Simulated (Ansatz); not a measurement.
**Bi2Te3**

Computed with Ansatz (plane waves, PAW, 420 eV cutoff): PBE, scalar-relativistic, no spin polarisation, 8×8×8 k-mesh, Gaussian smearing of 0.05 eV; PAW files: Ansatz's generated set soft_2.

```
Bi Te
1.0
     2.22481    1.28449   10.64947
    -2.22481    1.28449   10.64947
     0.00000   -2.56899   10.64947
Bi Te
2 3
Direct
  0.39759 0.39759 0.39759
  0.60241 0.60241 0.60241
  0.00000 0.00000 0.00000
  0.21528 0.21528 0.21528
  0.78472 0.78472 0.78472
```

The start was a prototype's sites filled with these elements; the Crystallography Open Database holds the compound in this structure.

The cell is relaxed to zero pressure at this level.

Elastic constants come from the stress of slightly strained cells with relaxed atoms, in GPa, Voigt order xx, yy, zz, yz, xz, xy in the Cartesian frame of the vectors above.

```
56.3 14.5  9.1 -5.3  0.0  0.0
14.5 56.3  9.1  5.3  0.0  0.0
 9.1  9.1 12.5  0.0  0.0  0.0
-5.3  5.3  0.0 10.3  0.0  0.0
 0.0  0.0  0.0  0.0 10.3 -5.3
 0.0  0.0  0.0  0.0 -5.3 20.9
```

Task: Work out the Voigt, Reuss and Hill moduli.

Result: Voigt: K = (C11 + C22 + C33 + 2(C12 + C13 + C23))/9 = 21 GPa, G = (C11 + C22 + C33 − C12 − C13 − C23 + 3(C44 + C55 + C66))/15 = 14.5 GPa. Reuss, from the compliances S = C⁻¹: K = 12.1 GPa, G = 9.8 GPa. Hill means: K = 16.6 GPa, G = 12.1 GPa.

Task: And Young's modulus, Poisson's ratio, Pugh's ratio and the anisotropy?

Result: E = 9KG/(3K + G) = 29 GPa, ν = (3K − 2G)/(6K + 2G) = 0.21, K/G = 1.37 (under the 1.75 that Pugh's rule, made for metals, takes as the line between brittle and ductile), universal anisotropy index 5G_V/G_R + K_V/K_R − 6 = 3.1. The eigenvalues of C are 8.1, 8.6, 9.8, 23, 43, 74 GPa, all positive.

Task: What sound velocities and Debye temperature follow for a polycrystal?

Result: With a density of 7.282 g/cm³ (mean mass 160.2 u, 36.52 Å³/atom), K = 16.62 and G = 12.10 GPa from the unrounded constants, v_l = √((K + 4G/3)/ρ) = 2120 m/s and v_t = √(G/ρ) = 1290 m/s. The mean [(1/v_l³ + 2/v_t³)/3]^(−1/3) is 1420 m/s, and θ_D = (ħ/k_B)(6π²/V)^(1/3) v_m ≈ 128 K, with V the volume an atom. This is the low-temperature, elastic estimate.

Run time: 9.1 min on 4 threads of Arm Neoverse V2, with other jobs on the host, peak memory 1.6 GiB.

These numbers lack spin–orbit coupling. The structure is layered, and this functional has no dispersion term, so the layers' spacing is poorly fixed, often too long, and so is what hangs on it.

The stiffness is strongly direction-dependent: C11 is 56.3 GPa, but C33 only 12.5 GPa, and the basal shear constant C44, at 10.3 GPa, is about half of C66. This fits strong polar-covalent Bi–Te bonding within quintuple layers and weak Te–Te contact between them, though the missing dispersion attraction probably exaggerates the contrast. Measured crystals are also softer along the stacking axis, but far less so, with C33 and C44 well above the values here.

The error carries into the polycrystal averages. The Reuss bulk modulus, 12.1 GPa against 21 GPa for Voigt, is dominated by the compliant stacking direction, and the Debye temperature of 128 K falls below the measured one. Heavy atoms and soft bonds do make a low value natural, but not quite this low. The anisotropy index is likewise probably too high. Pugh's ratio says little about fracture here, since the easy basal cleavage depends on interlayer adhesion rather than on an isotropic average. The positive eigenvalues establish stability against small homogeneous strains only, not against finite-wavelength phonons.
